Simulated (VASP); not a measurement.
# KI in VASP: notebook, part 2 of 2

VASP 6.6.1. Earlier steps stand in the parts before.

## 4. Single point, PBE

This run uses another cell than the first one, of 42.55 Å³/atom, 0.947 times its volume.

The input, INCAR:

```
SYSTEM = KI
PREC = Accurate ; ENCUT = 520
EDIFF = 1E-7 ; ISMEAR = 0
SIGMA = 0.05 ; LREAL = .FALSE.
LASPH = .TRUE. ; NELM = 100
ALGO = Normal ; ISIF = 2
LWAVE = .FALSE. ; LCHARG = .FALSE.
GGA = PE ; NBANDS = 15
```

The input, KPOINTS:

```
regular mesh
0
G
  6 6 6
  0 0 0
```

The input, POSCAR:

```
KI
1.0
    0.0000000000      3.4438328306      3.5873258652
    3.4438328306      0.0000000000      3.5873258652
    3.4438328306      3.4438328306      0.0000000000
K I
1 1
Direct
    0.0000000000      0.0000000000      0.0000000000
    0.5000000000      0.5000000000      0.5000000000
```

Potentials or basis: VASP PAW PBE potentials, release 64 (K_sv, I).

Started as:

```
> cat potpaw_PBE.64/K_sv/POTCAR potpaw_PBE.64/I/POTCAR > POTCAR
> mpirun -np 1 vasp_std > vasp.out
```

OUTCAR:

```text
SYSTEM = KI
   PREC = Accurate
   ENCUT = 520
   EDIFF = 1E-7
   ISMEAR = 0
   LREAL = .FALSE.
   LASPH = .TRUE.
   NELM = 100
   ISIF = 2
   GGA = PE

 ion  position               nearest neighbor table
   1  0.000  0.000  0.000-   2 3.44   2 3.44   2 3.44   2 3.44   2 3.59   2 3.59
   2  0.500  0.500  0.500-   1 3.44   1 3.44   1 3.44   1 3.44   1 3.59   1 3.59

  LATTYP: Found a body centered tetragonal cell.
 ALAT       =     4.8703150956
 C/A-ratio  =     1.4731391275

  Lattice vectors:

 A1 = (  -3.4438328306,   0.0000000000,   3.5873258652)
 A2 = (   3.4438328306,   0.0000000000,   3.5873258652)
 A3 = (   0.0000000000,   3.4438328306,  -3.5873258652)

Analysis of symmetry for initial positions (statically):
=====================================================================
 Subroutine PRICEL returns:
 Original cell was already a primitive cell.

 Routine SETGRP: Setting up the symmetry group for a
 body centered tetragonal supercell.

 Subroutine GETGRP returns: Found 16 space group operations
 (whereof 16 operations were pure point group operations)
 out of a pool of 16 trial point group operations.

The static configuration has the point symmetry D_4h.

Analysis of symmetry for dynamics (positions and initial velocities):
[... 173 lines left out ...]
      5     -10.7852      2.00000
      6      -0.2363      2.00000
      7      -0.2196      2.00000
      8      -0.2196      2.00000
      9       3.8185      0.00000
     10       6.0906      0.00000
     11       6.3415      0.00000
     12       6.3415      0.00000
     13       6.9244      0.00000
     14       7.0765      0.00000
[... 401 lines left out ...]
      2     -12.2364      2.00000
      3     -12.1875      2.00000
      4     -12.1741      2.00000
      5     -10.5752      2.00000
      6      -1.2441      2.00000
      7      -0.7871      2.00000
      8      -0.6232      2.00000
      9       5.0579      0.00000
     10       6.0949      0.00000
     11       7.6091      0.00000
     12       8.0454      0.00000
     13       8.8058      0.00000
     14       9.1557      0.00000
     15       9.7850      0.00000

 [... further k-points ...]
[... 5 lines left out ...]
  --------------------------------------------------------------------------------------
  -------------------------------------------------------------------------------------
  Total        0.8547484      0.8547484      0.2046436      0.0000000     -0.0000000      0.0000000
  in kB       16.0939972     16.0939972      3.8532202      0.0000000     -0.0000000      0.0000000
  external PRESSURE =      12.0137382 kB  Pullay stress =       0.0000000 kB

 VOLUME and BASIS-vectors are now :
 -----------------------------------------------------------------------------
  energy-cutoff  :      520.00
  volume of cell :       85.09
      direct lattice vectors                 reciprocal lattice vectors
     0.000000000  3.443832831  3.587325865    -0.145187071  0.145187071  0.139379588
     3.443832831  0.000000000  3.587325865     0.145187071 -0.145187071  0.139379588
     3.443832831  3.443832831  0.000000000     0.145187071  0.145187071 -0.139379588

 POSITION                                       TOTAL-FORCE (eV/Angst)
 -----------------------------------------------------------------------------------
      0.00000      0.00000      0.00000         0.000000      0.000000      0.000000
      3.44383      3.44383      3.58733         0.000000      0.000000     -0.000000
 -----------------------------------------------------------------------------------
    total drift:                                0.000000     -0.000000     -0.000000

  FREE ENERGIE OF THE ION-ELECTRON SYSTEM (eV)
  ---------------------------------------------------
  free  energy   TOTEN  =        -5.5304318875 eV

  energy  without entropy=       -5.5304318875  energy(sigma->0) =       -5.53043189
```

OSZICAR:

```text
N       E                     dE             d eps       ncg     rms          rms(c)
DAV:   1     0.883863516028E+02    0.88386E+02   -0.64369E+03   900   0.906E+02
DAV:   2     0.323371329951E-01   -0.88354E+02   -0.82023E+02  1146   0.213E+02
DAV:   3    -0.530407054085E+01   -0.53364E+01   -0.53105E+01  1244   0.456E+01
DAV:   4    -0.560472685355E+01   -0.30066E+00   -0.30051E+00  1415   0.945E+00
DAV:   5    -0.560670063179E+01   -0.19738E-02   -0.19737E-02  1293   0.871E-01    0.332E+00
DAV:   6    -0.552827087815E+01    0.78430E-01   -0.89843E-02  1152   0.179E+00    0.235E+00
DAV:   7    -0.552534131400E+01    0.29296E-02   -0.11462E-01  1229   0.174E+00    0.793E-01
DAV:   8    -0.552984777571E+01   -0.45065E-02   -0.12692E-02   956   0.730E-01    0.135E-01
DAV:   9    -0.553023647481E+01   -0.38870E-03   -0.79283E-04  1271   0.170E-01    0.750E-02
DAV:  10    -0.553038847504E+01   -0.15200E-03   -0.14065E-04  1083   0.652E-02    0.216E-02
DAV:  11    -0.553043177054E+01   -0.43296E-04   -0.59107E-05  1054   0.440E-02    0.193E-02
DAV:  12    -0.553043158849E+01    0.18206E-06   -0.31632E-06  1215   0.139E-02    0.102E-02
DAV:  13    -0.553043177599E+01   -0.18750E-06   -0.50085E-07  1117   0.372E-03    0.367E-03
DAV:  14    -0.553043197880E+01   -0.20282E-06   -0.17427E-07  1173   0.202E-03    0.614E-04
DAV:  15    -0.553043188753E+01    0.91271E-07   -0.26445E-08   905   0.107E-03
   1 F= -.55304319E+01 E0= -.55304319E+01  d E =-.593098E-16
```

stdout:

```text
POSCAR found type information on POSCAR K I
 POSCAR found :  2 types and       2 ions
 scaLAPACK will be used
 LDA part: xc-table for (Slater+PW92), standard interpolation
 POSCAR, INCAR and KPOINTS ok, starting setup
 FFT: planning ... GRIDC
 FFT: planning ... GRID_SOFT
 FFT: planning ... GRID
 WAVECAR not read
 entering main loop
```

Run time: 71 s. Hardware: 1 thread of AMD EPYC 7R13 (Zen 3), shared host; peak memory 0.2 GiB.

What came out:

| Item | Value |
| --- | --- |
| Free energy | -5.5304 eV |
| Pressure | 1.2 GPa |
| Band gap on the k mesh | 4.04 eV, direct |

Stress tensor (GPa, compression positive):
```
1.61 0.00 0.00
0.00 1.61 0.00
0.00 0.00 0.39
```

Levels at points of the mesh, in eV from the valence-band top:
```
           k point  band 5  band 6  band 7  band 8  band 9  band 10  band 11  band 12
(0.00, 0.00, 0.00)  -10.57   -0.02    0.00    0.00    4.04     6.31     6.56     6.56
(0.50, 0.00, 0.00)  -10.23   -1.41   -0.38   -0.37    5.55     7.80     8.07     8.38
(0.50, 0.50, 0.00)  -10.42   -1.09   -0.35   -0.35    4.89     5.85     8.06     8.82
(0.50, 0.00, 0.50)  -10.40   -1.04   -0.44   -0.39    4.86     5.85     8.16     8.85
```

Caveat: spin-orbit coupling is left out, which moves the levels of the heavy elements.

## 5. Single point, PBE

This run uses another cell than the first one, of 43.73 Å³/atom, 0.973 times its volume.

The input, INCAR:

```
PREC = Accurate
ENCUT = 520
EDIFF = 1E-7
ISMEAR = 0
SIGMA = 0.05
LREAL = F
LASPH = T
NELM = 80
ALGO = Normal
ISIF = 2
LWAVE = F
LCHARG = T
GGA = PE
LELF = T
LVHAR = T
NBANDS = 15
```

The input, KPOINTS:

```
regular mesh
0
Gamma
  6 6 6
```

The input, POSCAR:

```
KI
1.0
    0.0000000000      3.4915442646      3.5873258652
    3.4915442646      0.0000000000      3.5873258652
    3.4915442646      3.4915442646      0.0000000000
K I
1 1
Direct
    0.0000000000      0.0000000000      0.0000000000
    0.5000000000      0.5000000000      0.5000000000
```

Potentials or basis: VASP PAW PBE potentials, release 64 (K_sv, I).

Started as:

```
> cat potpaw_PBE.64/K_sv/POTCAR potpaw_PBE.64/I/POTCAR > POTCAR
> mpirun -np 1 vasp_std > vasp.out
```

OUTCAR:

```text
PREC = Accurate
   ENCUT = 520
   EDIFF = 1E-7
   ISMEAR = 0
   LREAL = F
   LASPH = T
   NELM = 80
   ISIF = 2
   GGA = PE

 ion  position               nearest neighbor table
   1  0.000  0.000  0.000-   2 3.49   2 3.49   2 3.49   2 3.49   2 3.59   2 3.59
   2  0.500  0.500  0.500-   1 3.49   1 3.49   1 3.49   1 3.49   1 3.59   1 3.59

  LATTYP: Found a body centered tetragonal cell.
 ALAT       =     4.9377892526
 C/A-ratio  =     1.4530089000

  Lattice vectors:

 A1 = (  -3.4915442646,   0.0000000000,   3.5873258652)
[... 610 lines left out ...]
     10       5.8715      0.00000
     11       7.3885      0.00000
     12       7.8475      0.00000
     13       8.5731      0.00000
     14       8.9506      0.00000
     15       9.5149      0.00000

 [... further k-points ...]
[... 5 lines left out ...]
  --------------------------------------------------------------------------------------
  -------------------------------------------------------------------------------------
  Total        0.5410466      0.5410466      0.1480102      0.0000000     -0.0000000      0.0000000
  in kB        9.9108148      9.9108148      2.7112294      0.0000000     -0.0000000      0.0000000
  external PRESSURE =       7.5109530 kB  Pullay stress =       0.0000000 kB

 VOLUME and BASIS-vectors are now :
 -----------------------------------------------------------------------------
  energy-cutoff  :      520.00
  volume of cell :       87.47
      direct lattice vectors                 reciprocal lattice vectors
     0.000000000  3.491544265  3.587325865    -0.143203111  0.143203111  0.139379588
     3.491544265  0.000000000  3.587325865     0.143203111 -0.143203111  0.139379588
     3.491544265  3.491544265  0.000000000     0.143203111  0.143203111 -0.139379588

 POSITION                                       TOTAL-FORCE (eV/Angst)
 -----------------------------------------------------------------------------------
      0.00000      0.00000      0.00000        -0.000000      0.000000     -0.000000
      3.49154      3.49154      3.58733         0.000000     -0.000000      0.000000
 -----------------------------------------------------------------------------------
    total drift:                                0.000000     -0.000000     -0.000000

  FREE ENERGIE OF THE ION-ELECTRON SYSTEM (eV)
  ---------------------------------------------------
  free  energy   TOTEN  =        -5.5497452745 eV

  energy  without entropy=       -5.5497452745  energy(sigma->0) =       -5.54974527
```

It took 100 s on 1 thread of AMD EPYC 7R13 (Zen 3), shared host; peak memory 0.21 GiB.

What came out:

* Free energy: -5.5497 eV
* Pressure: 0.8 GPa
* Band gap on the k mesh: 3.98 eV, direct

Stress tensor (GPa, compression positive):
```
0.99 0.00 0.00
0.00 0.99 0.00
0.00 0.00 0.27
```

Caveat: spin-orbit coupling is left out, which moves the levels of the heavy elements. Expect the measured gap to be larger: semilocal functionals such as PBE lack the derivative discontinuity.

## 6. Single point, PBE

This run uses another cell than the first one, of 47.40 Å³/atom, 1.055 times its volume.

The input, INCAR:

```
SYSTEM = KI
PREC = Accurate
ENCUT = 520
EDIFF = 1E-6
ISMEAR = 0
SIGMA = 0.05
LREAL = .FALSE.
LASPH = .TRUE.
NELM = 100
ALGO = Normal
ISIF = 2
LWAVE = .FALSE.
LCHARG = .TRUE.
GGA = PE
LELF = .TRUE.
LVHAR = .TRUE.
NBANDS = 15
```

The input, KPOINTS:

```
Automatic mesh
0
G
  6 6 6
  0 0 0
```

The input, POSCAR:

```
KI
1.0
    0.0000000000      3.6350372992      3.5873258652
    3.6350372992      0.0000000000      3.5873258652
    3.6350372992      3.6350372992      0.0000000000
K I
1 1
Direct
    0.0000000000      0.0000000000      0.0000000000
    0.5000000000      0.5000000000      0.5000000000
```

Potentials or basis: VASP PAW PBE potentials, release 64 (K_sv, I).

Started as:

```
> cat potpaw_PBE.64/K_sv/POTCAR potpaw_PBE.64/I/POTCAR > POTCAR
> mpirun -np 1 vasp_std > vasp.out
```

It took 43 s on 1 thread of Intel Xeon Platinum 8259CL at 2.50GHz (Skylake/Cascade Lake), shared host; peak memory 0.25 GiB.

Results (log left out):

```yaml
Free_energy: -5.5633 eV
Pressure: -0.2 GPa
Band_gap_on_the_k_mesh: 3.80 eV, direct
```

Stress tensor (GPa, compression positive):
```
-0.28  0.00  0.00
 0.00 -0.28  0.00
 0.00  0.00 -0.04
```

Levels at points of the mesh, in eV from the valence-band top:
```csv
k point,band 6,band 7,band 8,band 9,band 10,band 11
"(0.00, 0.00, 0.00)",0.00,0.00,0.00,3.80,6.49,6.49
"(0.50, 0.00, 0.00)",-1.16,-0.28,-0.28,5.44,7.48,7.95
"(0.50, 0.50, 0.00)",-0.88,-0.34,-0.34,5.03,5.60,8.03
"(0.50, 0.00, 0.50)",-0.89,-0.33,-0.31,5.04,5.60,8.00
```

Caveat: spin-orbit coupling is left out, which moves the levels of the heavy elements. As with any semilocal functional, this PBE gap is likely too small.

## 7. Overview

```tsv
cell	gap on the mesh (eV)	pressure (GPa)
a = 5.040, b = 5.040, c = 5.006 Å, angles 60.2, 60.2, 59.6°, 2 atoms	3.92	0.4
a = 5.073 Å, angles 60.0°, 2 atoms	3.86	0.1
a = 4.973, b = 4.973, c = 4.870 Å, angles 60.7, 60.7, 58.6°, 2 atoms	4.04	1.2
a = 5.006, b = 5.006, c = 4.938 Å, angles 60.4, 60.4, 59.1°, 2 atoms	3.98	0.8
a = 5.107, b = 5.107, c = 5.141 Å, angles 59.8, 59.8, 60.4°, 2 atoms	3.80	-0.2
```

Alike in all rows: task single point; level PBE; potentials or basis VASP PAW PBE potentials, release 64 (K_sv, I); no spin polarisation; k mesh 6 × 6 × 6; cutoff (eV) 520; smearing gaussian 0.05 eV.

Caveats: spin-orbit coupling is left out, which moves the levels of the heavy elements.

Total energies depend on the potentials used, so only differences within one code and one set of settings carry meaning.

## 8. Comparison with measurements

Step 3. Against the measured gap of KI, 6.32 eV (a printed reference work, monograph), the calculated 3.86 eV is off by -2.46 eV. Spin-orbit coupling on I is left out. The value is that of PBE, without temperature or zero-point motion. Semilocal functionals fall short of measured gaps as a rule.
